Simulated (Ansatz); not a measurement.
Input and command of a calculation in Ansatz (plane waves; scalar-relativistic PAW potentials unless the input names others):

```yaml
crystal:
  lattice:
    - [0.0, 3.2597531122, 3.2597531122]
    - [3.2597531122, 0.0, 3.2597531122]
    - [3.2597531122, 3.2597531122, 0.0]
  atoms:
    - { symbol: K, position: [0.0, 0.0, 0.0] }
basis:
  ecutwfc: 420
kpoints:
  mp_grid: { grid: [12, 12, 12] }
hamiltonian:
  xc: scan0x
  dispersion: d3bj
scf:
  occupations: { method: gaussian, width: 0.1 }
  max_iter: 100
output:
  forces: true
  eigenvalues: true
  stress: true
relax:
  adjacent_minimum: "off"
  f_tol: 0.005
  max_steps: 80
  cell: { stress_tol: 0.05 }
```

```bash
ansatz run input.yaml --threads 1 --pin off --max-ram 2560MiB --backend cpu --events-out ev --progress --plain --runs-dir out
```

Question: Will this input run?

Answer: The program refuses it, because of an unknown functional (hamiltonian.xc: "pbe" → "scan0x"). With the sound run's settings it is accepted.

Abridged log:
```
Error: YAML parse error: error: line 13 column 7: hamiltonian.xc: unknown variant `scan0x`, expected one of `lda`, `lda-pw`, `pw92`, `pbe`, `pbesol`, `rpbe`, `revpbe`, `blyp`, `pbe0`, `revpbe0`, `b3lyp`, `b3lyp5`, `hse06`, `wpbeh`, `hiss`, `lc_wpbe`, `cam_b3lyp`, `hf`, `r2scan`, `r2scanh`, `r2scan0`, `r2scan50`, `mr2scan`
  --> <input>:13:7
   |
11 |   mp_grid: { grid: [12, 12, 12] }
12 | hamiltonian:
13 |   xc: scan0x
   |       ^ hamiltonian.xc: unknown variant `scan0x`, expected one of `lda`, `lda-pw`, `pw92`, `pbe`, `pbesol`, `rpbe`, `revpbe`, `blyp`, `pbe0`, `revpbe0`, `b3lyp`, `b3lyp5`, `hse06`, `wpbeh`, `hiss`, `lc_wpbe`, `cam_b3lyp`, `hf`, `r2scan`, `r2scanh`, `r2scan0`, `r2scan50`, `mr2scan`
14 |   dispersion: d3bj
15 | scf:
   |
```